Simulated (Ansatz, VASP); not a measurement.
# One calculation of Ti, two programs

INCAR

```
PREC = Accurate
ENCUT = 520
EDIFF = 1E-6
ISMEAR = -1
SIGMA = 0.1
LREAL = False
LASPH = True
NELM = 80
ALGO = Normal
ISIF = 2
LWAVE = False
LCHARG = False
GGA = B5
ALDAX = 1.0
AGGAX = 1.0
AGGAC = 1.0
ALDAC = 0.0
NBANDS = 12
```

The input KPOINTS:

```
Automatic mesh
0
Gamma
  13 13 13
```

The input POSCAR:

```
Ti
1.0
    2.5627635845      0.0000000000      0.0000000000
    0.0000000000      2.5627635845      0.0000000000
    0.0000000000      0.0000000000      2.5627635845
Ti
1
Direct
    0.0000000000      0.0000000000      0.0000000000
```

Input for Ansatz:

```yaml
crystal:
  lattice:
    - [2.5627635845, 0.0, 0.0]
    - [0.0, 2.5627635845, 0.0]
    - [0.0, 0.0, 2.5627635845]
  atoms:
    - { symbol: Ti, position: [0.0, 0.0, 0.0] }
hamiltonian:
  xc: blyp
  pseudopotentials:
    kind: paw
    azcp:
      Ti: "pseudopotentials/Ti.paw.azcp"
basis:
  ecutwfc: 420
  fft_grid_basis: typed
kpoints:
  mp_grid: { grid: [13, 13, 13], shift: [0, 0, 0] }
magnetization:
  spin_polarized: false
scf:
  occupations: { method: fermi_dirac, width: 0.1 }
  lower_state_search: "off"
output:
  stress: true
```

Alike in both runs: task single point; functional BLYP; k mesh 13 × 13 × 13; occupations fermi-dirac, width 0.1 eV; no spin polarisation.

|  | VASP | Ansatz |
| --- | --- | --- |
| version | VASP 6.6.1 | Ansatz 0.2.0 |
| potentials or method | VASP PAW PBE potentials, release 64 (Ti_sv) | plane waves (420 eV) with PAW, scalar-relativistic |
| plane-wave cutoff (eV) | 520 | 420 |
| valence electrons in the cell | 12 | 12 |

VASP gave:

| Item | Value |
| --- | --- |
| pressure (GPa) | 11.3 |

Question: Estimate Ansatz's values.

Answer: Pressure (GPa): 11.4.

The functional is the same, so the differences come from potentials, cutoffs and numerics.

Caveats: the PAW data sets were made with another functional, which shifts forces and pressure a little (VASP).
